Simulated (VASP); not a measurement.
Method: optB88-vdW, VASP's PBE PAW potentials (set 64) (plane waves; VASP).

The input files of a VASP run:

INCAR:
```
AGGAC = 0.0
ALGO = Normal
EDIFF = 1E-7
ENCUT = 520
GGA = BO
ISIF = 2
ISMEAR = -5
LASPH = .True.
LCHARG = .True.
LEFG = .True.
LORBIT = 11
LREAL = .False.
LUSE_VDW = .True.
LWAVE = .False.
NEDOS = 601
NELM = 100
PARAM1 = 0.1833333333
PARAM2 = 0.22
PREC = Accurate
SYSTEM = Li2O
```

POSCAR:
```
Li2O
1
    0.0000000000     2.2999668349     2.2999668349
    2.2999668349     0.0000000000     2.2999668349
    2.2999668349     2.2999668349     0.0000000000
Li O
2 1
Direct
  0.2500000000   0.2500000000   0.2500000000
  0.7500000000   0.7500000000   0.7500000000
  0.0000000000   0.0000000000   0.0000000000
```

File KPOINTS:
```
Automatic mesh
0
Gamma
9 9 9
0 0 0
```

POTCAR, in this order: Li_sv O (PBE.64 set). Program: vasp_std.

Output

**OSZICAR**
```
       N       E                     dE             d eps       ncg     rms          rms(c)
DAV:   1     0.417033694693E+02    0.41703E+02   -0.63327E+03   708   0.130E+03
DAV:   2    -0.814853047867E+01   -0.49852E+02   -0.48664E+02   808   0.236E+02
DAV:   3    -0.132465784953E+02   -0.50980E+01   -0.50771E+01  1286   0.605E+01
DAV:   4    -0.132938938464E+02   -0.47315E-01   -0.47295E-01   920   0.754E+00
DAV:   5    -0.132942609670E+02   -0.36712E-03   -0.36711E-03  1068   0.493E-01    0.794E+00
DAV:   6    -0.113555070283E+02    0.19388E+01   -0.10792E+01   706   0.210E+01    0.291E+00
DAV:   7    -0.113263458422E+02    0.29161E-01   -0.25727E-01   782   0.439E+00    0.149E+00
DAV:   8    -0.113222167078E+02    0.41291E-02   -0.69056E-02   836   0.317E+00    0.377E-01
DAV:   9    -0.113210215505E+02    0.11952E-02   -0.80929E-03   916   0.840E-01    0.114E-01
DAV:  10    -0.113215804822E+02   -0.55893E-03   -0.10025E-03   768   0.288E-01    0.817E-02
DAV:  11    -0.113215129013E+02    0.67581E-04   -0.11588E-04   850   0.131E-01    0.138E-02
DAV:  12    -0.113215133474E+02   -0.44608E-06   -0.79558E-06   822   0.294E-02    0.828E-04
DAV:  13    -0.113215133525E+02   -0.51714E-08   -0.75470E-07   928   0.777E-03
   1 F= -.11321513E+02 E0= -.11321513E+02  d E =0.000000E+00
```

OUTCAR:
```
------------------------ aborting loop because EDIFF is reached ----------------------------------------
  FORCE on cell =-STRESS in cart. coord.  units (eV):
  Direction    XX          YY          ZZ          XY          YZ          ZX
  --------------------------------------------------------------------------------------
  Total        0.0034604      0.0034604      0.0034604      0.0000000      0.0000000      0.0000000
  in kB        0.2278432      0.2278432      0.2278432      0.0000000      0.0000000      0.0000000
  external PRESSURE =       0.2278432 kB  Pullay stress =       0.0000000 kB
  volume of cell :       24.33
      direct lattice vectors                 reciprocal lattice vectors
     0.000000000  2.299966835  2.299966835    -0.217394439  0.217394439  0.217394439
     2.299966835  0.000000000  2.299966835     0.217394439 -0.217394439  0.217394439
     2.299966835  2.299966835  0.000000000     0.217394439  0.217394439 -0.217394439
 POSITION                                       TOTAL-FORCE (eV/Angst)
 -----------------------------------------------------------------------------------
      1.14998      1.14998      1.14998        -0.000000     -0.000000     -0.000000
      3.44995      3.44995      3.44995         0.000000      0.000000      0.000000
      0.00000      0.00000      0.00000         0.000000      0.000000      0.000000
 -----------------------------------------------------------------------------------
    total drift:                               -0.000000      0.000000      0.000000
  FREE ENERGIE OF THE ION-ELECTRON SYSTEM (eV)
  ---------------------------------------------------
  free  energy   TOTEN  =       -11.3215133525 eV

  energy  without entropy=      -11.3215133525  energy(sigma->0) =      -11.32151335

 total charge

# of ion       s       p       d       tot
------------------------------------------
    1        2.036   0.105   0.000   2.141
    2        2.036   0.105   0.000   2.141
    3        1.526   3.513   0.000   5.039
--------------------------------------------------
tot          5.599   3.723   0.000   9.322

 Electric field gradients after diagonalization (V/A^2)
 (convention: |V_zz| > |V_xx| > |V_yy|)
----------------------------------------------------------------------
 ion       V_xx      V_yy      V_zz     asymmetry (V_yy - V_xx)/ V_zz
----------------------------------------------------------------------
   1      -0.006    -0.006     0.012       0.000
   2      -0.006    -0.006     0.012       0.000
   3      -0.004    -0.004     0.007       0.000
```
(Selected blocks of OUTCAR.)

OUTCAR:
```
 val. band max:        1.2255933023   @ k =   0.0000   0.0000   0.0000

 cond. band min:       6.4962397611   @ k =   0.4444   0.4444   0.0000


 Fermi energy:         1.2492091686

 k-point     1 :       0.0000    0.0000    0.0000
  band No.  band energies     occupation
      1     -42.0408      2.00000
      2     -41.7051      2.00000
      3     -14.1421      2.00000
      4       1.2256      2.00000
      5       1.2256      2.00000
      6       1.2256      2.00000
      7       6.7888      0.00000
      8      13.2575      0.00000
      9      13.2575      0.00000
     10      13.2575      0.00000

 k-point     2 :       0.1111    0.0000    0.0000
  band No.  band energies     occupation
      1     -42.0290      2.00000
      2     -41.7139      2.00000
      3     -14.1177      2.00000
      4       0.8198      2.00000
      5       1.1676      2.00000
      6       1.1676      2.00000
      7       7.1137      0.00000
      8      13.2891      0.00000
      9      13.4350      0.00000
     10      13.4350      0.00000

 k-point     3 :       0.2222    0.0000    0.0000
  band No.  band energies     occupation
      1     -41.9958      2.00000
      2     -41.7393      2.00000
      3     -14.0531      2.00000
      4      -0.0744      2.00000
      5       1.0279      2.00000
      6       1.0279      2.00000
      7       7.9205      0.00000
      8      13.1954      0.00000
      9      13.7173      0.00000
     10      13.7173      0.00000

 k-point     4 :       0.3333    0.0000    0.0000
  band No.  band energies     occupation
      1     -41.9467      2.00000
      2     -41.7795      2.00000
      3     -13.9745      2.00000
      4      -0.9461      2.00000
      5       0.8803      2.00000
      6       0.8803      2.00000
      7       9.0142      0.00000
      8      12.6612      0.00000
      9      13.6542      0.00000
     10      13.6543      0.00000

 k-point     5 :       0.4444    0.0000    0.0000
...
```

The compound is Li2O in the antifluorite structure. It was relaxed first.
